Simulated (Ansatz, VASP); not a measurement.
One calculation of GaN, two programs

INCAR

```
  PREC = Accurate
  ENCUT = 520
  EDIFF = 1E-6
  ISMEAR = 0
  SIGMA = 0.01
  LREAL = F
  LASPH = T
  NELM = 60
  ALGO = Normal
  ISIF = 2
  LWAVE = F
  LCHARG = F
  GGA = PE
  NBANDS = 26
```

The input KPOINTS:

```
Automatic mesh
0
Gamma
  8 8 4
```

The input POSCAR:

```
GaN
1.0
    3.1800000000      0.0000000000      0.0000000000
   -1.5900000000      2.7539607800      0.0000000000
    0.0000000000      0.0000000000      5.1660000000
Ga N
2 2
Direct
    0.3333333300      0.6666666700      0.0000000000
    0.6666666700      0.3333333300      0.5000000000
    0.3333333300      0.6666666700      0.3750000000
    0.6666666700      0.3333333300      0.8750000000
```

Input for Ansatz:

```yaml
crystal:
  lattice:
    - [3.18, 0.0, 0.0]
    - [-1.59, 2.75396078, 0.0]
    - [0.0, 0.0, 5.166]
  atoms:
    - { symbol: Ga, position: [0.33333333, 0.66666667, 0.0] }
    - { symbol: Ga, position: [0.66666667, 0.33333333, 0.5] }
    - { symbol: "N", position: [0.33333333, 0.66666667, 0.375] }
    - { symbol: "N", position: [0.66666667, 0.33333333, 0.8750000000000001] }
kpoints:
  mp_grid:
    grid: [8, 8, 4]
hamiltonian:
  xc: pbe
  pseudopotentials:
    kind: paw
scf:
  occupations:
    method: fixed
output:
  eigenvalues: true
```

Alike in both runs: task single point; functional PBE; k mesh 8 × 8 × 4; no spin polarisation.

|  | VASP | Ansatz |
| --- | --- | --- |
| version | VASP 6.6.1 | Ansatz 0.2.0 |
| potentials or method | VASP PAW PBE potentials, release 64 (Ga_d, N) | plane waves, PAW |
| plane-wave cutoff (eV) | 520 | 420 |
| occupations | gaussian, width 0.01 eV | fixed |
| valence electrons in the cell | 36 | 36 |

|  | VASP | Ansatz | Ansatz less VASP |
| --- | --- | --- | --- |
| gap on the k mesh at the Fermi level (eV) | 1.97 | 1.96 | -0.008 |

A hybrid or GW would open this gap; PBE tends to underestimate it.
